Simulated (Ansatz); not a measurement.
## ZnO (zincite) under changes of volume

One of the cells (11.900 Å³/atom); the others are scaled copies at fixed shape and fractional positions:

```
Zn O
1.0
     3.24931    0.00000    0.00000
    -1.62465    2.81398    0.00000
     0.00000    0.00000    5.20571
Zn O
2 2
Cartesian
  1.6247 0.9380 0.0000
  0.0000 1.8760 2.6029
  0.0000 1.8760 4.5759
  1.6247 0.9380 1.9730
```

```yaml
Program: Ansatz 0.2.0
Functional: PBEsol
Potentials_or_basis: all-electron LAPW, scalar-relativistic
Cutoff: 397 eV (chosen from the basis error)
Basis_error_allowed: 0.002 eV/atom
k_mesh: 9 × 9 × 5
Occupations: fermi-dirac, width 0.05 eV
Spin: no spin polarisation
```

```tsv
volume (Å³/atom)	energy over the lowest point (meV/atom)	pressure (GPa)	gap on the mesh (eV)	largest force (eV/Å)
11.186	14.07	8.3	0.80	0.084
11.424	4.46	4.7	0.77	0.076
11.662	0.00	1.4	0.74	0.069
11.900	0.13	-1.5	0.72	0.062
12.138	?	?	?	?
12.376	12.31	-6.5	0.66	0.049
12.614	23.55	-8.6	0.63	0.043
```

Q: What does the run at 12.138 Å³/atom give?

A: Energy over the lowest point 4.38 meV/atom; pressure -4.1 GPa; gap on the mesh 0.69 eV; largest force 0.055 eV/Å.

Worked out: A Birch-Murnaghan fit of order 3 (a polynomial in V^(-2/3)) to the other rows has its minimum at 11.77 Å³/atom with B0 = V·E''(V) = 145 GPa and B' = 4.5 at fixed shape and positions, which overstates the stiffness. It gives 4.38 meV/atom at 12.138 Å³/atom, against the run's 4.38, and -dE/dV = -4.1 GPa, against -4.1. A straight line through the other rows of the gap, of slope -1.4 eV per unit of ln V (its deformation potential), gives 0.69 eV, against the run's 0.69.

Energies are extrapolated to zero smearing.
